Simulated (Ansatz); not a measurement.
Theory: Ansatz 0.2.0, DFT PBE, scalar-relativistic, plane waves, PAW. Settings: cutoff 420 eV, Γ-centred meshes spaced at most about 0.3 Å⁻¹ (2π included), Gaussian smearing. No spin polarisation.

These are static total energies at zero pressure.

Compare these two cells of NaI, each relaxed at this level.

A.

```yaml
crystal:
  lattice:
    - [4.58560, 0.00000, 0.00000]
    - [-2.29280, 3.97124, 0.00000]
    - [0.00000, 0.00000, 15.28985]
  atoms:
    - { symbol: Na, position: [0.66667, 0.33333, 0.12355] }
    - { symbol: Na, position: [0.66667, 0.33333, 0.37645] }
    - { symbol: Na, position: [0.33333, 0.66667, 0.62355] }
    - { symbol: Na, position: [0.33333, 0.66667, 0.87645] }
    - { symbol: I, position: [0.00000, 0.00000, 0.00000] }
    - { symbol: I, position: [0.33333, 0.66667, 0.25000] }
    - { symbol: I, position: [0.00000, 0.00000, 0.50000] }
    - { symbol: I, position: [0.66667, 0.33333, 0.75000] }
```

B.

```yaml
crystal:
  lattice:
    - [7.50407, 0.00000, 0.00000]
    - [-3.75203, 6.49872, 0.00000]
    - [0.00000, 0.00000, 4.58204]
  atoms:
    - { symbol: Na, position: [0.50000, 0.00000, 0.00000] }
    - { symbol: Na, position: [0.50000, 0.50000, 0.00000] }
    - { symbol: Na, position: [0.00000, 0.50000, 0.00000] }
    - { symbol: I, position: [0.00000, 0.00000, 0.00000] }
    - { symbol: I, position: [0.33333, 0.66667, 0.50000] }
    - { symbol: I, position: [0.66667, 0.33333, 0.50000] }
```

Question: Which form is favoured at zero pressure, and by what margin per atom?

Answer: A is lower, by 139 meV/atom. A has space group P6_3/mmc (No. 194), 34.8 Å³/atom and a gap of 3.52 eV on its mesh; B has space group P6/mmm (No. 191), 37.2 Å³/atom and a gap of 1.85 eV. Counting I atoms around Na (those within 1.25 times the shortest such distance or 1.15 times the sum of covalent radii, 1.27 where that leaves under three; a plus sign parts nearer from farther groups), A has Na 6 and B has Na 4+2. The denser one is the lower, and pressure would at first widen the difference. In A, around Na lie 6 I at 3.25–3.28 Å and 1 Na at 3.87 Å; I on a site of symmetry -3m has 6 Na at 3.25 Å; around I on a site of symmetry -6m2 lie 6 Na at 3.28 Å. In B, Na has 4 I at 3.15 Å, 2 I at 3.75 Å and 4 Na at 3.75 Å; I on a site of symmetry 6/mmm has 6 Na at 3.75 Å; around I on a site of symmetry -6m2 lie 6 Na at 3.15 Å. Both come from invented guesses. Shaken at random and relaxed again, A came back. The lowest form computed isn't among them: it has the rock salt type, space group Fm-3m (No. 225), 34.8 Å³/atom, is reached from a cell as deposited in COD and lies 6 meV/atom below the best shown.

These runs have no spin–orbit coupling, which can matter for I. Kohn–Sham gaps at this level usually fall short of measured ones. The missing spin–orbit coupling can work the other way here. Cells without such a test can be saddle points. Some candidate types were left out of the draw beforehand, so a known form may be missing.
